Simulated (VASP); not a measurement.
# NaCl (Fm-3m) in VASP: band structure with r2SCAN

Aim: the band structure of NaCl with r2SCAN.

Everything below comes from runs of VASP 6.6.1. Logs are shortened: lines on timing, memory, paths and dates and some standing lists are left out, and cuts for length are marked.

## 1. The crystal as given

It takes space group Fm-3m (No. 225, cubic). The conventional cell has a = 5.594 Å, b = 5.594 Å, c = 5.594 Å, α = 90.00°, β = 90.00°, γ = 90.00°. Around Na (site symmetry m-3m) lie 6 Cl at 2.80 Å. Cl (site symmetry m-3m) has 6 Na at 2.80 Å as nearest neighbours.

The cell was built by a generator and needn't be a form met in nature.

## 2. Band structure, r2SCAN

INCAR reads:

```
SYSTEM = NaCl
PREC = Accurate
ENCUT = 520
EDIFF = 1E-6
ISMEAR = 0
SIGMA = 0.02
LREAL = .FALSE.
LASPH = .TRUE.
NELM = 60
ALGO = Normal
ISIF = 2
LWAVE = .FALSE.
LCHARG = .FALSE.
METAGGA = R2SCAN
LMIXTAU = .TRUE.
```

KPOINTS reads:

```
regular mesh
0
G
  8 8 8
  0 0 0
```

POSCAR reads:

```
NaCl                                    
1.0
   -0.0000000000      2.7971738376      2.7971738376
    2.7971738376      0.0000000000      2.7971738376
    2.7971738376      2.7971738376     -0.0000000000
  Na              Cl            
     1     1
Direct
     0.0000000000000000    0.0000000000000000    0.0000000000000000
     0.5000000000000000    0.5000000000000000    0.5000000000000000
```

KPOINTS_OPT reads:

```
path GXWKGLUWLK,UX
20
line-mode
reciprocal
 0.0000000000  0.0000000000  0.0000000000  G
 0.5000000000  0.0000000000  0.5000000000  X

 0.5000000000  0.0000000000  0.5000000000  X
 0.5000000000  0.2500000000  0.7500000000  W

 0.5000000000  0.2500000000  0.7500000000  W
 0.3750000000  0.3750000000  0.7500000000  K

 0.3750000000  0.3750000000  0.7500000000  K
 0.0000000000  0.0000000000  0.0000000000  G

 0.0000000000  0.0000000000  0.0000000000  G
 0.5000000000  0.5000000000  0.5000000000  L

 0.5000000000  0.5000000000  0.5000000000  L
 0.6250000000  0.2500000000  0.6250000000  U

 0.6250000000  0.2500000000  0.6250000000  U
 0.5000000000  0.2500000000  0.7500000000  W

 0.5000000000  0.2500000000  0.7500000000  W
 0.5000000000  0.5000000000  0.5000000000  L

 0.5000000000  0.5000000000  0.5000000000  L
 0.3750000000  0.3750000000  0.7500000000  K

 0.6250000000  0.2500000000  0.6250000000  U
 0.5000000000  0.0000000000  0.5000000000  X
```

Potentials or basis: VASP PAW PBE potentials, release 64 (Na_pv, Cl).

Launch:

```sh
> cat potpaw_PBE.64/Na_pv/POTCAR potpaw_PBE.64/Cl/POTCAR > POTCAR
> mpirun -np 1 vasp_std > vasp.out
```

OUTCAR:

```text
SYSTEM = NaCl
   PREC = Accurate
   ENCUT = 520
   EDIFF = 1E-6
   ISMEAR = 0
   LREAL = .FALSE.
   LASPH = .TRUE.
   NELM = 60
   ISIF = 2
   METAGGA = R2SCAN

 ion  position               nearest neighbor table
   1  0.000  0.000  0.000-
   2  0.500  0.500  0.500-

  LATTYP: Found a face centered cubic cell.
 ALAT       =     5.5943476752

  Lattice vectors:

 A1 = (   0.0000000000,   2.7971738376,   2.7971738376)
 A2 = (   2.7971738376,   0.0000000000,   2.7971738376)
 A3 = (   2.7971738376,   2.7971738376,   0.0000000000)

Analysis of symmetry for initial positions (statically):
=====================================================================
 Subroutine PRICEL returns:
 Original cell was already a primitive cell.

 Routine SETGRP: Setting up the symmetry group for a
 face centered cubic supercell.

 Subroutine GETGRP returns: Found 48 space group operations
 (whereof 48 operations were pure point group operations)
 out of a pool of 48 trial point group operations.

The static configuration has the point symmetry O_h .

Analysis of symmetry for dynamics (positions and initial velocities):
=====================================================================
 Subroutine PRICEL returns:
 Original cell was already a primitive cell.

 Routine SETGRP: Setting up the symmetry group for a
 face centered cubic supercell.

 Subroutine GETGRP returns: Found 48 space group operations
 (whereof 48 operations were pure point group operations)
 out of a pool of 48 trial point group operations.

The dynamic configuration has the point symmetry O_h .

 Subroutine INISYM returns: Found 48 space group operations
 (whereof 48 operations are pure point group operations),
 and found     1 'primitive' translations

----------------------------------------------------------------------------------------

                                     Primitive cell

  volume of cell :      43.7712

  direct lattice vectors                    reciprocal lattice vectors
     0.000000000  2.797173838  2.797173838    -0.178751851  0.178751851  0.178751851
     2.797173838  0.000000000  2.797173838     0.178751851 -0.178751851  0.178751851
     2.797173838  2.797173838  0.000000000     0.178751851  0.178751851 -0.178751851

  length of vectors
     3.955801177  3.955801177  3.955801177     0.309607287  0.309607287  0.309607287

  position of ions in fractional coordinates (direct lattice)
     0.000000000  0.000000000  0.000000000
     0.500000000  0.500000000  0.500000000

  ion indices of the primitive-cell ions
   primitive index   ion index
                 1           1
                 2           2

----------------------------------------------------------------------------------------

 KPOINTS: regular mesh

Automatic generation of k-mesh.
 Grid dimensions read from file:
 generate k-points for:    8    8    8

 Generating k-lattice:

  Cartesian coordinates                     Fractional coordinates (reciprocal lattice)
    -0.022343981  0.022343981  0.022343981     0.125000000  0.000000000  0.000000000
     0.022343981 -0.022343981  0.022343981     0.000000000  0.125000000  0.000000000
     0.022343981  0.022343981 -0.022343981     0.000000000  0.000000000  0.125000000

  Length of vectors
     0.038700911  0.038700911  0.038700911

  Shift w.r.t. Gamma in fractional coordinates (k-lattice)
     0.000000000  0.000000000  0.000000000

 Subroutine IBZKPT returns following result:
 ===========================================

 Found     29 irreducible k-points:

 Following reciprocal coordinates:
            Coordinates               Weight
  0.000000  0.000000  0.000000      1.000000
  0.125000  0.000000  0.000000      8.000000
  0.250000  0.000000  0.000000      8.000000
  0.375000  0.000000  0.000000      8.000000
  0.500000  0.000000  0.000000      4.000000
  0.125000  0.125000  0.000000      6.000000
[... 16 lines left out ...]
  0.500000  0.250000  0.125000     48.000000
 -0.375000  0.250000  0.125000     24.000000
 [... further k-points ...]
   k-points           NKPTS =     29   k-points in BZ     NKDIM =     29   number of bands    NBANDS=     11
   number of dos      NEDOS =    301   number of ions     NIONS =      2
   total plane-waves  NPLWV =  27000
   dimension x,y,z NGX =    30 NGY =   30 NGZ =   30
   dimension x,y,z NGXF=    60 NGYF=   60 NGZF=   60
   ions per type =               1   1
   NGX,Y,Z   is equivalent  to a cutoff of  12.61, 12.61, 12.61 a.u.
   NGXF,Y,Z  is equivalent  to a cutoff of  25.22, 25.22, 25.22 a.u.
 SYSTEM =  NaCl
   PREC   = accura    normal or accurate (medium, high low for compatibility)
   ISTART =      0    job   : 0-new  1-cont  2-samecut
   ICHARG =      2    charge: 1-file 2-atom 10-const
   ISPIN  =      1    spin polarized calculation?
   LNONCOLLINEAR =      F non collinear calculations
   LSORBIT =      F    spin-orbit coupling
   LASPH  =      T    aspherical Exc in radial PAW
   ENCUT  =  520.0 eV  38.22 Ry    6.18 a.u.   7.36  7.36  7.36*2*pi/ulx,y,z
   NELM   =     60;   NELMIN=  2; NELMDL= -5     # of ELM steps
   EDIFF  = 0.1E-05   stopping-criterion for ELM
   LREAL  =      F    real-space projection
   EDIFFG = 0.1E-04   stopping-criterion for IOM
   NSW    =      0    number of steps for IOM
   IBRION =     -1    ionic relax: 0-MD 1-quasi-New 2-CG
   NFREE  =      0    steps in history (QN), initial steepest desc. (CG)
   ISIF   =      2    stress and relaxation
   ISYM   =      2    0-nonsym 1-usesym 2-fastsym
   POTIM  = 0.5000    time-step for ionic-motion
   TEBEG  =    0.0;   TEEND  =   0.0 temperature during run
   PSTRESS=    0.0 pullay stress
   NELECT =      14.0000    total number of electrons
   NUPDOWN=      -1.0000    fix difference up-down
   EMIN   =  10.00;   EMAX   =-10.00  energy-range for DOS
   EFERMI =   0.00;   METHOD = LEGACY
   ISMEAR =     0;   SIGMA  =   0.02  broadening in eV -4-tet -1-fermi 0-gaus
   EFERMI_NEDOS =   21; number of points for ismear=-14 and -15
   IALGO  =     38    algorithm
   IMIX   =      4    mixing-type and parameters
     AMIX     =   0.40;   BMIX     =  1.00
     AMIX_MAG =   1.60;   BMIX_MAG =  1.00
  volume/ion in A,a.u.               =      21.89       147.69
  Fermi-wavevector in a.u.,A,eV,Ry     =   1.119579  2.115697 17.054318  1.253457
  Thomas-Fermi vector in A             =   2.256219
   LORBIT       =      0    0 simple, 1 ext, 2 COOP (PROOUT), +10 PAW based schemes
   METAGGA = R2SCAN    functional components
   LHFCALC =     F    Hartree Fock is set to
   AEXX    =    0.0000 exact exchange contribution
   IVDW    =     0    specifies the selected vdW correction
   LEPSILON=     F    determine dielectric tensor
   LRPA    =     F    only Hartree local field effects (RPA)
 non-spin polarized calculation
 Gauss-broadening in eV      SIGMA  =   0.02
  energy-cutoff  :      520.00
  volume of cell :       43.77
 maximum number of plane-waves:      1243
 NGX is ok and might be reduce to    30
   NGX = 15   NGY = 15   NGZ = 15

 number of electron      14.0000006 magnetization

 Free energy of the ion-electron system (eV)
  ---------------------------------------------------
  ext. energy  EPLUGINS =         0.00000000
  ---------------------------------------------------
  free energy    TOTEN  =       -13.79018509 eV

  energy without entropy =      -13.79018509  energy(sigma->0) =      -13.79018509

 E-fermi :  -0.9079     XC(G=0):  -8.7589

 val. band max:       -1.0224495521   @ k =   0.0000   0.0000   0.0000
 cond. band min:       5.0011706569   @ k =   0.0000   0.0000   0.0000
 fundamental gap:      6.0236202090
 Fermi energy:        -0.9078701274

 k-point     1 :       0.0000    0.0000    0.0000
  band No.  band energies     occupation
      1     -22.4974      2.00000
      2     -22.4970      2.00000
      3     -22.4970      2.00000
      4     -14.3014      2.00000
      5      -1.0225      2.00000
      6      -1.0224      2.00000
      7      -1.0224      2.00000
      8       5.0012      0.00000
      9      10.7608      0.00000
     10      10.7608      0.00000
     11      10.7608      0.00000

 k-point     2 :       0.1250    0.0000    0.0000
  band No.  band energies     occupation
      1     -22.5018      2.00000
      2     -22.4976      2.00000
      3     -22.4973      2.00000
      4     -14.2504      2.00000
      5      -1.3937      2.00000
      6      -1.0676      2.00000
      7      -1.0676      2.00000
      8       5.5002      0.00000
      9      10.2245      0.00000
     10      10.9764      0.00000
     11      10.9764      0.00000

 k-point     3 :       0.2500    0.0000    0.0000
  band No.  band energies     occupation
      1     -22.5131      2.00000
      2     -22.4984      2.00000
      3     -22.4980      2.00000
      4     -14.1235      2.00000
      5      -2.1459      2.00000
      6      -1.1732      2.00000
      7      -1.1732      2.00000
      8       6.4559      0.00000
      9       9.7510      0.00000
     10      11.1553      0.00000
     11      11.1555      0.00000

 k-point     4 :       0.3750    0.0000    0.0000
  band No.  band energies     occupation
      1     -22.5244      2.00000
      2     -22.4991      2.00000
      3     -22.4988      2.00000
      4     -13.9912      2.00000
      5      -2.7790      2.00000
      6      -1.2743      2.00000
      7      -1.2743      2.00000
      8       6.9251      0.00000
      9      10.2492      0.00000
     10      10.9292      0.00000
     11      10.9296      0.00000
[... 239 lines left out ...]
 k-point    22 :       0.3750    0.2500    0.1250
  band No.  band energies     occupation
      1     -22.5149      2.00000
      2     -22.5029      2.00000
      3     -22.4993      2.00000
      4     -14.0407      2.00000
      5      -2.3068      2.00000
      6      -1.5149      2.00000
      7      -1.2960      2.00000
      8       7.3698      0.00000
      9       8.9644      0.00000
     10      10.4497      0.00000
     11      12.1089      0.00000

 k-point    23 :       0.5000    0.2500    0.1250
  band No.  band energies     occupation
      1     -22.5202      2.00000
      2     -22.5052      2.00000
      3     -22.5006      2.00000
      4     -13.9421      2.00000
      5      -2.6154      2.00000
      6      -1.7481      2.00000
      7      -1.4104      2.00000
      8       7.9932      0.00000
      9       9.3895      0.00000
     10       9.8074      0.00000
     11      11.8447      0.00000

 k-point    24 :      -0.3750    0.2500    0.1250
  band No.  band energies     occupation
      1     -22.5225      2.00000
      2     -22.5056      2.00000
      3     -22.5015      2.00000
      4     -13.9004      2.00000
      5      -2.7404      2.00000
      6      -1.8313      2.00000
      7      -1.4662      2.00000
      8       8.0601      0.00000
      9       9.5355      0.00000
     10      10.1126      0.00000
     11      11.6573      0.00000

 [... further k-points ...]
[... 5 lines left out ...]
  --------------------------------------------------------------------------------------
  -------------------------------------------------------------------------------------
  Total        0.0142332      0.0142332      0.0142332     -0.0000000      0.0000000     -0.0000000
  in kB        0.5209862      0.5209862      0.5209862     -0.0000000      0.0000000     -0.0000000
  external PRESSURE =       0.5209862 kB  Pullay stress =       0.0000000 kB

 VOLUME and BASIS-vectors are now :
 -----------------------------------------------------------------------------
  energy-cutoff  :      520.00
  volume of cell :       43.77
      direct lattice vectors                 reciprocal lattice vectors
     0.000000000  2.797173838  2.797173838    -0.178751851  0.178751851  0.178751851
     2.797173838  0.000000000  2.797173838     0.178751851 -0.178751851  0.178751851
     2.797173838  2.797173838  0.000000000     0.178751851  0.178751851 -0.178751851

 POSITION                                       TOTAL-FORCE (eV/Angst)
 -----------------------------------------------------------------------------------
      0.00000      0.00000      0.00000        -0.000000     -0.000000     -0.000000
      2.79717      2.79717      2.79717         0.000000      0.000000      0.000000
 -----------------------------------------------------------------------------------
    total drift:                               -0.000000      0.000000      0.000000

  FREE ENERGIE OF THE ION-ELECTRON SYSTEM (eV)
  ---------------------------------------------------
  free  energy   TOTEN  =       -13.7901850945 eV

  energy  without entropy=      -13.7901850945  energy(sigma->0) =      -13.79018509
```

Wall time 2.4 min (1 thread of Intel Xeon Platinum 8559C (Emerald Rapids), shared host); peak memory 0.17 GiB.

What came out:

| Property | Result |
| --- | --- |
| Free energy | -13.7902 eV |
| Pressure | 0.1 GPa |
| Band gap on the k mesh | 6.02 eV, direct |
| Band gap along the path | 6.02 eV, direct |

Levels at the corners of the path, in eV from the valence-band top:
```csv
point,band 3,band 4,band 5,band 6,band 7,band 8,band 9,band 10,band 11
Γ,-21.47,-13.28,0.00,0.00,0.00,6.02,11.78,11.78,11.78
X,-21.48,-12.86,-1.75,-0.63,-0.63,8.51,8.59,12.39,16.14
X,-21.48,-12.86,-1.75,-0.63,-0.63,8.51,8.59,12.39,16.14
W,-21.49,-12.84,-1.25,-1.25,-0.79,9.87,10.44,10.44,12.39
W,-21.49,-12.84,-1.25,-1.25,-0.79,9.87,10.44,10.44,12.39
K,-21.48,-12.85,-1.48,-1.16,-0.53,9.04,9.90,11.46,13.82
K,-21.48,-12.85,-1.48,-1.16,-0.53,9.04,9.90,11.46,13.82
Γ,-21.47,-13.28,0.00,0.00,0.00,6.02,11.78,11.78,11.78
Γ,-21.47,-13.28,0.00,0.00,0.00,6.02,11.78,11.78,11.78
L,-21.48,-12.91,-2.00,-0.29,-0.29,7.99,11.82,11.83,11.83
L,-21.48,-12.91,-2.00,-0.29,-0.29,7.99,11.82,11.83,11.83
U,-21.48,-12.85,-1.48,-1.16,-0.53,9.04,9.90,11.46,13.82
U,-21.48,-12.85,-1.48,-1.16,-0.53,9.04,9.90,11.46,13.82
W,-21.49,-12.84,-1.25,-1.25,-0.79,9.87,10.44,10.44,12.39
W,-21.49,-12.84,-1.25,-1.25,-0.79,9.87,10.44,10.44,12.39
L,-21.48,-12.91,-2.00,-0.29,-0.29,7.99,11.82,11.83,11.83
L,-21.48,-12.91,-2.00,-0.29,-0.29,7.99,11.82,11.83,11.83
K,-21.48,-12.85,-1.48,-1.16,-0.53,9.04,9.90,11.46,13.82
U,-21.48,-12.85,-1.48,-1.16,-0.53,9.04,9.90,11.46,13.82
X,-21.48,-12.86,-1.75,-0.63,-0.63,8.51,8.59,12.39,16.14
```

Caveat: the PAW data sets were made with another functional, which shifts forces and pressure a little.
